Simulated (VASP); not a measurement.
# Cu (P6_3/mmc) in VASP: further runs

Runs on Cu. Level: PBE. Tasks: single point.

All numbers are computed with VASP 6.6.1; they aren't measurements. Logs are shortened: lines on timing, memory, paths and dates and some standing lists are left out, and cuts for length are marked.

**1. The structure**

It takes space group P6_3/mmc (No. 194, hexagonal). The conventional cell has a = 2.568 Å, b = 2.568 Å, c = 4.193 Å, α = 90.00°, β = 90.00°, γ = 120.00°. Cu (site symmetry -6m2) has 12 Cu at 2.57 Å as nearest neighbours.

This isn't the form of Cu at room conditions, which is fcc.

**2. Single point, PBE**

Input file INCAR:

```
PREC = Accurate
ENCUT = 520
EDIFF = 1E-6
ISMEAR = 0
SIGMA = 0.15
LREAL = F
LASPH = T
NELM = 60
ALGO = Fast
ISIF = 2
LWAVE = F
LCHARG = F
GGA = PE
NBANDS = 18
```

Input file KPOINTS:

```
Automatic mesh
0
Gamma
  21 21 12
```

Input file POSCAR:

```
Cu
1.0
    2.5675685389      0.0000000000      0.0000000000
   -1.2837842695      2.2235795807      0.0000000000
    0.0000000000      0.0000000000      4.1926560978
Cu
2
Direct
    0.3333333333      0.6666666667      0.2500000000
    0.6666666667      0.3333333333      0.7500000000
```

Potentials or basis: VASP PAW PBE potentials, release 64 (Cu).

Command:

```console
> cat potpaw_PBE.64/Cu/POTCAR > POTCAR
> mpirun -np 1 vasp_std > vasp.out
```

OUTCAR:

```text
PREC = Accurate
   ENCUT = 520
   EDIFF = 1E-6
   ISMEAR = 0
   LREAL = F
   LASPH = T
   NELM = 60
   ISIF = 2
   GGA = PE

 ion  position               nearest neighbor table
   1  0.333  0.667  0.250-   2 2.57   2 2.57   2 2.57   2 2.57   2 2.57   2 2.57
   2  0.667  0.333  0.750-   1 2.57   1 2.57   1 2.57   1 2.57   1 2.57   1 2.57

  LATTYP: Found a hexagonal cell.
 ALAT       =     2.5675685389
 C/A-ratio  =     1.6329285993

  Lattice vectors:

 A1 = (   2.5675685389,   0.0000000000,   0.0000000000)
 A2 = (  -1.2837842695,   2.2235795807,   0.0000000000)
 A3 = (   0.0000000000,   0.0000000000,   4.1926560978)

Analysis of symmetry for initial positions (statically):
=====================================================================
 Subroutine PRICEL returns:
 Original cell was already a primitive cell.

 Routine SETGRP: Setting up the symmetry group for a
 hexagonal supercell.

 Subroutine GETGRP returns: Found 24 space group operations
 (whereof 12 operations were pure point group operations)
 out of a pool of 24 trial point group operations.

The static configuration has the point symmetry D_3d.
 The point group associated with its full space group is D_6h.

Analysis of symmetry for dynamics (positions and initial velocities):
=====================================================================
 Subroutine PRICEL returns:
 Original cell was already a primitive cell.

 Routine SETGRP: Setting up the symmetry group for a
 hexagonal supercell.

 Subroutine GETGRP returns: Found 24 space group operations
 (whereof 12 operations were pure point group operations)
 out of a pool of 24 trial point group operations.

The dynamic configuration has the point symmetry D_3d.
 The point group associated with its full space group is D_6h.

 Subroutine INISYM returns: Found 24 space group operations
 (whereof 12 operations are pure point group operations),
 and found     1 'primitive' translations

----------------------------------------------------------------------------------------

                                     Primitive cell

  volume of cell :      23.9367

  direct lattice vectors                    reciprocal lattice vectors
     2.567568539  0.000000000  0.000000000     0.389473537  0.224862651  0.000000000
    -1.283784269  2.223579581  0.000000000     0.000000000  0.449725303  0.000000000
     0.000000000  0.000000000  4.192656098     0.000000000  0.000000000  0.238512288

  length of vectors
[... 70 lines left out ...]
   NGX,Y,Z   is equivalent  to a cutoff of  12.95, 12.95, 12.69 a.u.
   NGXF,Y,Z  is equivalent  to a cutoff of  25.90, 25.90, 25.38 a.u.
 SYSTEM =  unknown system
   PREC   = accura    normal or accurate (medium, high low for compatibility)
   ISTART =      0    job   : 0-new  1-cont  2-samecut
   ICHARG =      2    charge: 1-file 2-atom 10-const
   ISPIN  =      1    spin polarized calculation?
   LNONCOLLINEAR =      F non collinear calculations
   LSORBIT =      F    spin-orbit coupling
   LASPH  =      T    aspherical Exc in radial PAW
   ENCUT  =  520.0 eV  38.22 Ry    6.18 a.u.   4.77  4.77  7.80*2*pi/ulx,y,z
   NELM   =     60;   NELMIN=  2; NELMDL= -5     # of ELM steps
   EDIFF  = 0.1E-05   stopping-criterion for ELM
   LREAL  =      F    real-space projection
[... 7 lines left out ...]
   TEBEG  =    0.0;   TEEND  =   0.0 temperature during run
   PSTRESS=    0.0 pullay stress
   NELECT =      22.0000    total number of electrons
   NUPDOWN=      -1.0000    fix difference up-down
   EMIN   =  10.00;   EMAX   =-10.00  energy-range for DOS
   EFERMI =   0.00;   METHOD = LEGACY
   ISMEAR =     0;   SIGMA  =   0.15  broadening in eV -4-tet -1-fermi 0-gaus
   EFERMI_NEDOS =   21; number of points for ismear=-14 and -15
   IALGO  =     68    algorithm
   IMIX   =      4    mixing-type and parameters
     AMIX     =   0.40;   BMIX     =  1.00
     AMIX_MAG =   1.60;   BMIX_MAG =  1.00
  volume/ion in A,a.u.               =      11.97        80.77
  Fermi-wavevector in a.u.,A,eV,Ry     =   1.591699  3.007876 34.470458  2.533507
  Thomas-Fermi vector in A             =   2.690199
   LORBIT       =      0    0 simple, 1 ext, 2 COOP (PROOUT), +10 PAW based schemes
   GGA     = PE    functional components
   LHFCALC =     F    Hartree Fock is set to
   AEXX    =    0.0000 exact exchange contribution
   IVDW    =     0    specifies the selected vdW correction
   LEPSILON=     F    determine dielectric tensor
   LRPA    =     F    only Hartree local field effects (RPA)
 non-spin polarized calculation
 RMM-DIIS sequential band-by-band and
 Gauss-broadening in eV      SIGMA  =   0.15
  energy-cutoff  :      520.00
  volume of cell :       23.94
 maximum number of plane-waves:       664
 NGX is ok and might be reduce to    20
   NGX =  9   NGY =  9   NGZ = 15

 number of electron      22.0000007 magnetization

 Free energy of the ion-electron system (eV)
  ---------------------------------------------------
  ext. energy  EPLUGINS =         0.00000000
  ---------------------------------------------------
  free energy    TOTEN  =        -7.44309189 eV

  energy without entropy =       -7.43558518  energy(sigma->0) =       -7.43933853

 E-fermi :   7.4397     XC(G=0): -12.6488

 val. band max:        7.4369891564   @ k =   0.2857   0.2381   0.0000
 cond. band min:       7.4496286241   @ k =   0.2381   0.0000   0.2500
 fundamental gap:      0.0126394678
 Fermi energy:         7.4396524526

 k-point     1 :       0.0000    0.0000    0.0000
  band No.  band energies     occupation
      1      -1.8289      2.00000
      2       2.4161      2.00000
      3       4.4310      2.00000
      4       4.4862      2.00000
      5       4.4862      2.00000
      6       4.6887      2.00000
[... 481 lines left out ...]
      5       4.4654      2.00000
      6       4.5579      2.00000
[... 10 lines left out ...]
     17      26.8481      0.00000
     18      28.4983      0.00000

 [... further k-points ...]
[... 5 lines left out ...]
  --------------------------------------------------------------------------------------
  -------------------------------------------------------------------------------------
  Total        0.1062503      0.1062503      0.3208249     -0.0000000     -0.0000000     -0.0000000
  in kB        7.1117554      7.1117554     21.4740836     -0.0000000     -0.0000000     -0.0000000
  external PRESSURE =      11.8991981 kB  Pullay stress =       0.0000000 kB

 VOLUME and BASIS-vectors are now :
 -----------------------------------------------------------------------------
  energy-cutoff  :      520.00
  volume of cell :       23.94
      direct lattice vectors                 reciprocal lattice vectors
     2.567568539  0.000000000  0.000000000     0.389473537  0.224862651  0.000000000
    -1.283784269  2.223579581  0.000000000     0.000000000  0.449725303  0.000000000
     0.000000000  0.000000000  4.192656098     0.000000000  0.000000000  0.238512288

 POSITION                                       TOTAL-FORCE (eV/Angst)
 -----------------------------------------------------------------------------------
     -0.00000      1.48239      1.04816        -0.000000      0.000000      0.000000
      1.28378      0.74119      3.14449         0.000000      0.000000      0.000000
 -----------------------------------------------------------------------------------
    total drift:                               -0.000000      0.000000     -0.000000

  FREE ENERGIE OF THE ION-ELECTRON SYSTEM (eV)
  ---------------------------------------------------
  free  energy   TOTEN  =        -7.4430918885 eV

  energy  without entropy=       -7.4355851755  energy(sigma->0) =       -7.43933853
```

OSZICAR:

```text
N       E                     dE             d eps       ncg     rms          rms(c)
DAV:   1     0.123274232450E+03    0.12327E+03   -0.10595E+04 12968   0.218E+03
DAV:   2    -0.307109915125E+01   -0.12635E+03   -0.11997E+03 12132   0.286E+02
DAV:   3    -0.917920325837E+01   -0.61081E+01   -0.58400E+01 13618   0.856E+01
DAV:   4    -0.924366614909E+01   -0.64463E-01   -0.64420E-01 14444   0.945E+00
DAV:   5    -0.924448709454E+01   -0.82095E-03   -0.82092E-03 14912   0.917E-01    0.108E+01
RMM:   6    -0.815485140458E+01    0.10896E+01   -0.10937E+01 14131   0.585E+01    0.632E+00
RMM:   7    -0.746287054968E+01    0.69198E+00   -0.19807E+00 13979   0.260E+01    0.139E+00
RMM:   8    -0.744547614790E+01    0.17394E-01   -0.53877E-02 14590   0.218E+00    0.390E-01
RMM:   9    -0.744279555036E+01    0.26806E-02   -0.13907E-02 14743   0.221E+00    0.393E-02
RMM:  10    -0.744306322523E+01   -0.26767E-03   -0.23831E-03 15526   0.525E-01    0.264E-02
RMM:  11    -0.744308877208E+01   -0.25547E-04   -0.22410E-04 15782   0.161E-01    0.236E-02
RMM:  12    -0.744308977565E+01   -0.10036E-05   -0.64515E-05 15866   0.104E-01    0.896E-03
RMM:  13    -0.744309159194E+01   -0.18163E-05   -0.18192E-05 13505   0.396E-02    0.653E-03
RMM:  14    -0.744309188851E+01   -0.29657E-06   -0.22546E-06  9349   0.186E-02
   1 F= -.74430919E+01 E0= -.74393385E+01  d E =-.750671E-02
```

stdout:

```text
POSCAR found type information on POSCAR Cu
 POSCAR found :  1 types and       2 ions
 scaLAPACK will be used
 LDA part: xc-table for (Slater+PW92), standard interpolation
 POSCAR, INCAR and KPOINTS ok, starting setup
 FFT: planning ... GRIDC
 FFT: planning ... GRID_SOFT
 FFT: planning ... GRID
 WAVECAR not read
 entering main loop
WARNING in EDDRMM: call to ZHEGV failed, returncode =   8  4     18
WARNING in EDDRMM: call to ZHEGV failed, returncode =   8  4     18
WARNING in EDDRMM: call to ZHEGV failed, returncode =   8  4     17
WARNING in EDDRMM: call to ZHEGV failed, returncode =   6  3     16
WARNING in EDDRMM: call to ZHEGV failed, returncode =   6  3     16
```

Run time: 52 s. Hardware: 1 thread of Intel Xeon 6975P-C (Granite Rapids), shared host; peak memory 0.22 GiB.

Results:

```
Free energy            : -7.4431 eV
Pressure               : 1.2 GPa
Band gap on the k mesh : none (metal or under the smearing width)
```

Stress tensor (GPa, compression positive):
```
0.71 0.00 0.00
0.00 0.71 0.00
0.00 0.00 2.15
```

Levels at points of the mesh, in eV from the Fermi level:
```tsv
k point	band 8	band 9	band 10	band 11	band 12	band 13	band 14	band 15
(0.00, 0.00, 0.00)	-2.47	-2.47	-1.74	-1.74	-0.98	3.67	21.22	21.52
(0.00, 0.00, 0.50)	-2.99	-1.96	-1.96	-1.96	-1.96	12.32	12.32	21.91
```

**3. Single point, PBE**

Input file INCAR:

```
SYSTEM = Cu
ALGO = Fast
EDIFF = 1E-6
ENCUT = 520
GGA = PE
ISIF = 2
ISMEAR = 0
LASPH = .True.
LCHARG = .False.
LREAL = .False.
LWAVE = .False.
NBANDS = 18
NELM = 100
PREC = Accurate
SIGMA = 0.15
```

Input file KPOINTS:

```
k-points
0
Gamma
  21 21 10
  0 0 0
```

POSCAR is that of step 2.

Potentials or basis: VASP PAW PBE potentials, release 64 (Cu).

Command:

```console
> cat potpaw_PBE.64/Cu/POTCAR > POTCAR
> mpirun -np 1 vasp_std > vasp.out
```

Wall time 45 s (1 thread of Intel Xeon 6975P-C (Granite Rapids), shared host); peak memory 0.21 GiB.

It converged, with:

- Free energy: -7.4434 eV
- Pressure: 1.2 GPa
- Band gap on the k mesh: none (metal or under the smearing width)

Stress tensor (GPa, compression positive):
```
0.73 0.00 0.00
0.00 0.73 0.00
0.00 0.00 2.20
```

Levels at points of the mesh, in eV from the Fermi level:
```tsv
k point	band 8	band 9	band 10	band 11	band 12	band 13	band 14	band 15
(0.00, 0.00, 0.00)	-2.46	-2.46	-1.73	-1.73	-0.97	3.68	21.23	21.53
(0.00, 0.00, 0.50)	-2.98	-1.95	-1.95	-1.95	-1.95	12.33	12.33	21.92
```
